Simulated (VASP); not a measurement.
# Pm (Fm-3m) in VASP: further runs

The runs below take Pm through band structure, with PBE.

Program: VASP 6.6.1. These are calculated values, not measurements. Logs are shortened: lines on timing, memory, paths and dates and some standing lists are left out, and cuts for length are marked.

**1. The crystal as given**

It takes space group Fm-3m (No. 225, cubic). Conventional cell: a = 5.168 Å, b = 5.168 Å, c = 5.168 Å, α = 90.00°, β = 90.00°, γ = 90.00°. Around Pm (site symmetry m-3m) lie 12 Pm at 3.65 Å.

This isn't the form of Pm at room conditions, which is double hcp.

**2. Band structure, PBE, collinear spin, ferromagnetic start**

INCAR reads:

```
PREC = Accurate
ENCUT = 520
EDIFF = 1E-6
ISMEAR = -1
SIGMA = 0.05
LREAL = F
LASPH = T
NELM = 100
ALGO = Normal
ISIF = 2
LWAVE = F
LCHARG = F
ISPIN = 2
MAGMOM = 4
LORBIT = 11
LMAXMIX = 6
GGA = PE
NBANDS = 18
```

KPOINTS reads:

```
Automatic mesh
0
Gamma
  7 7 7
```

POSCAR reads:

```
Pm
1.0
    0.0000000000      2.5841748100      2.5841748100
    2.5841748100      0.0000000000      2.5841748100
    2.5841748100      2.5841748100      0.0000000000
Pm
1
Direct
    0.0000000000      0.0000000000      0.0000000000
```

KPOINTS_OPT reads:

```
path GXWKGLUWLK,UX
15
line-mode
reciprocal
 0.0000000000  0.0000000000  0.0000000000  G
 0.5000000000  0.0000000000  0.5000000000  X

 0.5000000000  0.0000000000  0.5000000000  X
 0.5000000000  0.2500000000  0.7500000000  W

 0.5000000000  0.2500000000  0.7500000000  W
 0.3750000000  0.3750000000  0.7500000000  K

 0.3750000000  0.3750000000  0.7500000000  K
 0.0000000000  0.0000000000  0.0000000000  G

 0.0000000000  0.0000000000  0.0000000000  G
 0.5000000000  0.5000000000  0.5000000000  L

 0.5000000000  0.5000000000  0.5000000000  L
 0.6250000000  0.2500000000  0.6250000000  U

 0.6250000000  0.2500000000  0.6250000000  U
 0.5000000000  0.2500000000  0.7500000000  W

 0.5000000000  0.2500000000  0.7500000000  W
 0.5000000000  0.5000000000  0.5000000000  L

 0.5000000000  0.5000000000  0.5000000000  L
 0.3750000000  0.3750000000  0.7500000000  K

 0.6250000000  0.2500000000  0.6250000000  U
 0.5000000000  0.0000000000  0.5000000000  X
```

Potentials or basis: VASP PAW PBE potentials, release 64 (Pm).

On the command line:

```console
cat potpaw_PBE.64/Pm/POTCAR > POTCAR
mpirun -np 1 vasp_std > vasp.out
```

OUTCAR:

```text
PREC = Accurate
   ENCUT = 520
   EDIFF = 1E-6
   ISMEAR = -1
   LREAL = F
   LASPH = T
   NELM = 100
   ISIF = 2
   ISPIN = 2
   LORBIT = 11
   GGA = PE

 ion  position               nearest neighbor table
   1  0.000  0.000  0.000-

  LATTYP: Found a face centered cubic cell.
 ALAT       =     5.1683496200

  Lattice vectors:

 A1 = (   0.0000000000,   2.5841748100,   2.5841748100)
 A2 = (   2.5841748100,   0.0000000000,   2.5841748100)
 A3 = (   2.5841748100,   2.5841748100,   0.0000000000)

Analysis of symmetry for initial positions (statically):
=====================================================================
 Subroutine PRICEL returns:
 Original cell was already a primitive cell.

 Routine SETGRP: Setting up the symmetry group for a
 face centered cubic supercell.

 Subroutine GETGRP returns: Found 48 space group operations
 (whereof 48 operations were pure point group operations)
 out of a pool of 48 trial point group operations.

The static configuration has the point symmetry O_h .

Analysis of symmetry for dynamics (positions and initial velocities):
=====================================================================
 Subroutine PRICEL returns:
 Original cell was already a primitive cell.

 Routine SETGRP: Setting up the symmetry group for a
 face centered cubic supercell.

 Subroutine GETGRP returns: Found 48 space group operations
 (whereof 48 operations were pure point group operations)
 out of a pool of 48 trial point group operations.

The dynamic configuration has the point symmetry O_h .

Analysis of structural, dynamic, and magnetic symmetry:
=====================================================================
 Subroutine PRICEL returns:
 Original cell was already a primitive cell.

 Routine SETGRP: Setting up the symmetry group for a
 face centered cubic supercell.

 Subroutine GETGRP returns: Found 48 space group operations
 (whereof 48 operations were pure point group operations)
 out of a pool of 48 trial point group operations.

The overall configuration has the point symmetry O_h .

 Subroutine INISYM returns: Found 48 space group operations
 (whereof 48 operations are pure point group operations),
 and found     1 'primitive' translations

----------------------------------------------------------------------------------------

                                     Primitive cell

  volume of cell :      34.5140

  direct lattice vectors                    reciprocal lattice vectors
     0.000000000  2.584174810  2.584174810    -0.193485363  0.193485363  0.193485363
     2.584174810  0.000000000  2.584174810     0.193485363 -0.193485363  0.193485363
     2.584174810  2.584174810  0.000000000     0.193485363  0.193485363 -0.193485363

  length of vectors
     3.654575064  3.654575064  3.654575064     0.335126478  0.335126478  0.335126478

  position of ions in fractional coordinates (direct lattice)
     0.000000000  0.000000000  0.000000000

  ion indices of the primitive-cell ions
   primitive index   ion index
                 1           1

----------------------------------------------------------------------------------------

 KPOINTS: Automatic mesh

Automatic generation of k-mesh.
 Grid dimensions read from file:
 generate k-points for:    7    7    7

 Generating k-lattice:

  Cartesian coordinates                     Fractional coordinates (reciprocal lattice)
    -0.027640766  0.027640766  0.027640766     0.142857143  0.000000000  0.000000000
     0.027640766 -0.027640766  0.027640766     0.000000000  0.142857143  0.000000000
     0.027640766  0.027640766 -0.027640766     0.000000000  0.000000000  0.142857143

  Length of vectors
     0.047875211  0.047875211  0.047875211

  Shift w.r.t. Gamma in fractional coordinates (k-lattice)
     0.000000000  0.000000000  0.000000000

 Subroutine IBZKPT returns following result:
 ===========================================

 Found     20 irreducible k-points:

 Following reciprocal coordinates:
            Coordinates               Weight
  0.000000  0.000000  0.000000      1.000000
  0.142857  0.000000  0.000000      8.000000
  0.285714  0.000000  0.000000      8.000000
  0.428571  0.000000  0.000000      8.000000
  0.142857  0.142857  0.000000      6.000000
  0.285714  0.142857  0.000000     24.000000
[... 12 lines left out ...]
 -0.428571  0.428571  0.142857     24.000000
 -0.285714  0.428571  0.142857     24.000000
   k-points           NKPTS =     20   k-points in BZ     NKDIM =     20   number of bands    NBANDS=     18
   number of dos      NEDOS =    301   number of ions     NIONS =      1
   total plane-waves  NPLWV =  21952
   dimension x,y,z NGX =    28 NGY =   28 NGZ =   28
   dimension x,y,z NGXF=    56 NGYF=   56 NGZF=   56
   ions per type =               1
   NGX,Y,Z   is equivalent  to a cutoff of  12.74, 12.74, 12.74 a.u.
   NGXF,Y,Z  is equivalent  to a cutoff of  25.47, 25.47, 25.47 a.u.
 SYSTEM =  unknown system
   PREC   = accura    normal or accurate (medium, high low for compatibility)
   ISTART =      0    job   : 0-new  1-cont  2-samecut
   ICHARG =      2    charge: 1-file 2-atom 10-const
   ISPIN  =      2    spin polarized calculation?
   LNONCOLLINEAR =      F non collinear calculations
   LSORBIT =      F    spin-orbit coupling
   LASPH  =      T    aspherical Exc in radial PAW
   ENCUT  =  520.0 eV  38.22 Ry    6.18 a.u.   6.80  6.80  6.80*2*pi/ulx,y,z
   NELM   =    100;   NELMIN=  2; NELMDL= -5     # of ELM steps
   EDIFF  = 0.1E-05   stopping-criterion for ELM
[... 12 lines left out ...]
   EMIN   =  10.00;   EMAX   =-10.00  energy-range for DOS
   EFERMI =   0.00;   METHOD = LEGACY
   ISMEAR =    -1;   SIGMA  =   0.05  broadening in eV -4-tet -1-fermi 0-gaus
   EFERMI_NEDOS =   21; number of points for ismear=-14 and -15
   IALGO  =     38    algorithm
   IMIX   =      4    mixing-type and parameters
     AMIX     =   0.40;   BMIX     =  1.00
     AMIX_MAG =   1.60;   BMIX_MAG =  1.00
  volume/ion in A,a.u.               =      34.51       232.91
  Fermi-wavevector in a.u.,A,eV,Ry     =   1.240052  2.343359 20.922086  1.537730
  Thomas-Fermi vector in A             =   2.374509
   LORBIT       =     11    0 simple, 1 ext, 2 COOP (PROOUT), +10 PAW based schemes
   GGA     = PE    functional components
   LHFCALC =     F    Hartree Fock is set to
   AEXX    =    0.0000 exact exchange contribution
   IVDW    =     0    specifies the selected vdW correction
   LEPSILON=     F    determine dielectric tensor
   LRPA    =     F    only Hartree local field effects (RPA)
 spin polarized calculation
  energy-cutoff  :      520.00
  volume of cell :       34.51
 maximum number of plane-waves:       950
   NGX = 13   NGY = 13   NGZ = 13

 number of electron      14.9999998 magnetization       5.4191266

 Free energy of the ion-electron system (eV)
  ---------------------------------------------------
  ext. energy  EPLUGINS =         0.00000000
  ---------------------------------------------------
  free energy    TOTEN  =        -7.75242385 eV

  energy without entropy =       -7.69153089  energy(sigma->0) =       -7.72197737

 E-fermi :   5.8080     XC(G=0):  -9.7619

 val. band max:        5.8046493798   @ k =   0.4286   0.1429   0.0000
 cond. band min:       5.8101521542   @ k =  -0.2857   0.4286   0.1429
 fundamental gap:      0.0055027743
 Fermi energy:         5.8080120559

 spin component 1

 k-point     1 :       0.0000    0.0000    0.0000
  band No.  band energies     occupation
      1     -32.8966      1.00000
      2     -12.8047      1.00000
      3     -12.8047      1.00000
      4     -12.8047      1.00000
      5       1.4912      1.00000
      6       5.4742      0.99874
[... 10 lines left out ...]
     17       9.9741      0.00000
     18      14.8527      0.00000

 k-point     2 :       0.1429    0.0000    0.0000
  band No.  band energies     occupation
      1     -32.8756      1.00000
      2     -13.0170      1.00000
      3     -12.8303      1.00000
      4     -12.8303      1.00000
      5       2.0532      1.00000
      6       5.3971      0.99973
[... 10 lines left out ...]
     17       9.7668      0.00000
     18      15.7576      0.00000
[... 358 lines left out ...]
 k-point    20 :      -0.2857    0.4286    0.1429
  band No.  band energies     occupation
      1     -32.7490      1.00000
      2     -13.5253      1.00000
      3     -13.4637      1.00000
      4     -13.1363      1.00000
      5       4.8459      1.00000
      6       5.1612      1.00000
[... 10 lines left out ...]
     17      13.1614      0.00000
     18      14.9429      0.00000
 Fermi energy:         5.8080120559

 spin component 2

 k-point     1 :       0.0000    0.0000    0.0000
  band No.  band energies     occupation
      1     -30.6914      1.00000
      2     -11.0975      1.00000
      3     -11.0975      1.00000
      4     -11.0975      1.00000
      5       2.6589      1.00000
      6       8.0842      0.00000
[... 10 lines left out ...]
     17      11.0314      0.00000
     18      16.6375      0.00000

 k-point     2 :       0.1429    0.0000    0.0000
  band No.  band energies     occupation
      1     -30.6676      1.00000
      2     -11.3308      1.00000
      3     -11.1249      1.00000
      4     -11.1249      1.00000
      5       3.2367      1.00000
      6       7.6713      0.00000
[... 10 lines left out ...]
     17      10.8903      0.00000
     18      17.2025      0.00000
[... 358 lines left out ...]
 k-point    20 :      -0.2857    0.4286    0.1429
  band No.  band energies     occupation
      1     -30.5240      1.00000
      2     -11.8779      1.00000
      3     -11.8145      1.00000
      4     -11.4589      1.00000
      5       5.8102      0.48930
      6       6.9089      0.00000
[... 10 lines left out ...]
     17      14.5259      0.00000
     18      16.3024      0.00000

------------------------ aborting loop because EDIFF is reached ----------------------------------------

  FORCE on cell =-STRESS in cart. coord.  units (eV):
  Direction    XX          YY          ZZ          XY          YZ          ZX
  --------------------------------------------------------------------------------------
  -------------------------------------------------------------------------------------
  Total        0.0894880      0.0894880      0.0894880     -0.0000000      0.0000000      0.0000000
  in kB        4.1541272      4.1541272      4.1541272     -0.0000000      0.0000000      0.0000000
  external PRESSURE =       4.1541272 kB  Pullay stress =       0.0000000 kB

 VOLUME and BASIS-vectors are now :
 -----------------------------------------------------------------------------
  energy-cutoff  :      520.00
  volume of cell :       34.51
      direct lattice vectors                 reciprocal lattice vectors
     0.000000000  2.584174810  2.584174810    -0.193485363  0.193485363  0.193485363
     2.584174810  0.000000000  2.584174810     0.193485363 -0.193485363  0.193485363
     2.584174810  2.584174810  0.000000000     0.193485363  0.193485363 -0.193485363

 POSITION                                       TOTAL-FORCE (eV/Angst)
 -----------------------------------------------------------------------------------
      0.00000      0.00000      0.00000         0.000000      0.000000      0.000000
 -----------------------------------------------------------------------------------
    total drift:                               -0.000000     -0.000000     -0.000000

  FREE ENERGIE OF THE ION-ELECTRON SYSTEM (eV)
  ---------------------------------------------------
  free  energy   TOTEN  =        -7.7524238488 eV

  energy  without entropy=       -7.6915308931  energy(sigma->0) =       -7.72197737

 total charge

# of ion       s       p       d       f       tot
--------------------------------------------------
    1        2.052   5.488   0.487   4.389  12.416

 magnetization (x)

# of ion       s       p       d       f       tot
--------------------------------------------------
    1       -0.002   0.037   0.242   4.378   4.656
```

Wall time 2.1 min (1 thread of Intel Xeon Platinum 8488C (Sapphire Rapids), shared host); peak memory 0.19 GiB.

Results:

- Free energy: -7.7524 eV
- Pressure: 0.4 GPa
- Band gap along the path: none (metal or under the smearing width)
- Net moment: 5.42 μB per cell
- Site moments: Pm +4.66 μB
- Valence electrons inside the program's atomic spheres: Pm 12.42

Levels at the corners of the path, in eV from the Fermi level:
Spin up:
| point | band 7 | band 8 | band 9 | band 10 | band 11 | band 12 | band 13 | band 14 |
| --- | --- | --- | --- | --- | --- | --- | --- | --- |
| Γ | -0.33 | -0.33 | -0.12 | -0.11 | -0.11 | -0.11 | 1.67 | 1.67 |
| X | -0.58 | -0.56 | -0.56 | -0.05 | 0.08 | 0.08 | 0.36 | 3.30 |
| X | -0.58 | -0.56 | -0.56 | -0.05 | 0.08 | 0.08 | 0.36 | 3.30 |
| W | -0.61 | -0.61 | -0.18 | -0.18 | 0.20 | 0.36 | 0.66 | 0.66 |
| W | -0.61 | -0.61 | -0.18 | -0.18 | 0.20 | 0.36 | 0.66 | 0.66 |
| K | -0.58 | -0.54 | -0.44 | -0.09 | 0.10 | 0.16 | 0.35 | 1.72 |
| K | -0.58 | -0.54 | -0.44 | -0.09 | 0.10 | 0.16 | 0.35 | 1.72 |
| Γ | -0.33 | -0.33 | -0.12 | -0.11 | -0.11 | -0.11 | 1.67 | 1.67 |
| Γ | -0.33 | -0.33 | -0.12 | -0.11 | -0.11 | -0.11 | 1.67 | 1.67 |
| L | -0.59 | -0.33 | -0.28 | 0.10 | 0.10 | 0.21 | 1.51 | 1.51 |
| L | -0.59 | -0.33 | -0.28 | 0.10 | 0.10 | 0.21 | 1.51 | 1.51 |
| U | -0.58 | -0.54 | -0.44 | -0.09 | 0.10 | 0.16 | 0.35 | 1.72 |
| U | -0.58 | -0.54 | -0.44 | -0.09 | 0.10 | 0.16 | 0.35 | 1.72 |
| W | -0.61 | -0.61 | -0.18 | -0.18 | 0.20 | 0.36 | 0.66 | 0.66 |
| W | -0.61 | -0.61 | -0.18 | -0.18 | 0.20 | 0.36 | 0.66 | 0.66 |
| L | -0.59 | -0.33 | -0.28 | 0.10 | 0.10 | 0.21 | 1.51 | 1.51 |
| L | -0.59 | -0.33 | -0.28 | 0.10 | 0.10 | 0.21 | 1.51 | 1.51 |
| K | -0.58 | -0.54 | -0.44 | -0.09 | 0.10 | 0.16 | 0.35 | 1.72 |
| U | -0.58 | -0.54 | -0.44 | -0.09 | 0.10 | 0.16 | 0.35 | 1.72 |
| X | -0.58 | -0.56 | -0.56 | -0.05 | 0.08 | 0.08 | 0.36 | 3.30 |
Spin down:
```csv
point,band 3,band 4,band 5,band 6,band 7,band 8
Γ,-16.91,-16.91,-3.15,2.28,2.73,2.73
X,-17.30,-17.30,-1.17,-0.06,2.77,2.91
X,-17.30,-17.30,-1.17,-0.06,2.77,2.91
W,-17.64,-17.33,-0.02,1.57,1.57,2.58
W,-17.64,-17.33,-0.02,1.57,1.57,2.58
K,-17.56,-17.22,-0.37,0.73,2.42,2.91
K,-17.56,-17.22,-0.37,0.73,2.42,2.91
Γ,-16.91,-16.91,-3.15,2.28,2.73,2.73
Γ,-16.91,-16.91,-3.15,2.28,2.73,2.73
L,-17.05,-17.05,-0.84,2.18,2.54,2.54
L,-17.05,-17.05,-0.84,2.18,2.54,2.54
U,-17.56,-17.22,-0.37,0.73,2.42,2.91
U,-17.56,-17.22,-0.37,0.73,2.42,2.91
W,-17.64,-17.33,-0.02,1.57,1.57,2.58
W,-17.64,-17.33,-0.02,1.57,1.57,2.58
L,-17.05,-17.05,-0.84,2.18,2.54,2.54
L,-17.05,-17.05,-0.84,2.18,2.54,2.54
K,-17.56,-17.22,-0.37,0.73,2.42,2.91
U,-17.56,-17.22,-0.37,0.73,2.42,2.91
X,-17.30,-17.30,-1.17,-0.06,2.77,2.91
```

Caveat: the magnetic or orbital state may not be the lowest; spin-orbit coupling is left out, which moves the levels of the heavy elements.

**3. Band structure, PBE, collinear spin, ferromagnetic start, spin-orbit coupling**

Edit INCAR of step 2 so:

```diff
@@ -12,7 +12,10 @@
 LCHARG = F
-ISPIN = 2
-MAGMOM = 4
+LNONCOLLINEAR = T
+MAGMOM = 2.828 2.828 0
 LORBIT = 11
+LSORBIT = T
+GGA_COMPAT = F
+LORBMOM = T
 LMAXMIX = 6
 GGA = PE
-NBANDS = 18
+NBANDS = 26
```

KPOINTS is that of step 2.

POSCAR is that of step 2.

KPOINTS_OPT is that of step 2.

Potentials or basis: VASP PAW PBE potentials, release 64 (Pm).

On the command line:

```console
cat potpaw_PBE.64/Pm/POTCAR > POTCAR
mpirun -np 1 vasp_ncl > vasp.out
```

Wall time 16 min (1 thread of Intel Xeon Platinum 8488C (Sapphire Rapids), shared host); peak memory 0.42 GiB.

The run converged. Its results:

- Free energy: -8.2690 eV
- Pressure: 1.3 GPa
- Net moment: 5.32 μB per cell
- Valence electrons inside the program's atomic spheres: Pm 12.42

Stress tensor (GPa, compression positive):
```
 1.24 -0.08  0.00
-0.08  1.24  0.00
 0.00  0.00  1.26
```

Moments on the atoms (μB; x, y, z):
```
Pm  3.25 3.25 0.00
```

Caveat: the magnetic or orbital state may not be the lowest. The state reached can hang on the start; a lower one may exist.

**4. The reference run**

An earlier run on the cell as given: functional PBE; potentials or basis VASP PAW PBE potentials, release 64 (Pm); cutoff 520 eV; k mesh 9 × 9 × 9; occupations fermi-dirac, width 0.05 eV; collinear spin, ferromagnetic start; starting moments [4.0] μB.

* Pressure: 1.1 GPa
* Band gap on the k mesh: none (metal or under the smearing width)
* Net moment: 5.45 μB per cell
* Site moments: Pm +4.67 μB
* Valence electrons inside the program's atomic spheres: Pm 12.42

**5. Summary**

| task | spin | k mesh | pressure (GPa) | moment (μB) |
| --- | --- | --- | --- | --- |
| band structure | collinear, ferromagnetic start | 7 × 7 × 7 | 0.4 | 5.42 |
| band structure | collinear, ferromagnetic start, SOC | 7 × 7 × 7 | 1.3 | 5.32 |
| single point | collinear, ferromagnetic start | 9 × 9 × 9 | 1.1 | 5.45 |

Alike in all rows: level PBE; potentials or basis VASP PAW PBE potentials, release 64 (Pm); cell as given; cutoff (eV) 520; smearing fermi-dirac 0.05 eV.

Caveats: the magnetic or orbital state may not be the lowest; spin-orbit coupling is left out, which moves the levels of the heavy elements (some runs).

Total energies depend on the potentials used, so only differences within one code and one set of settings carry meaning.
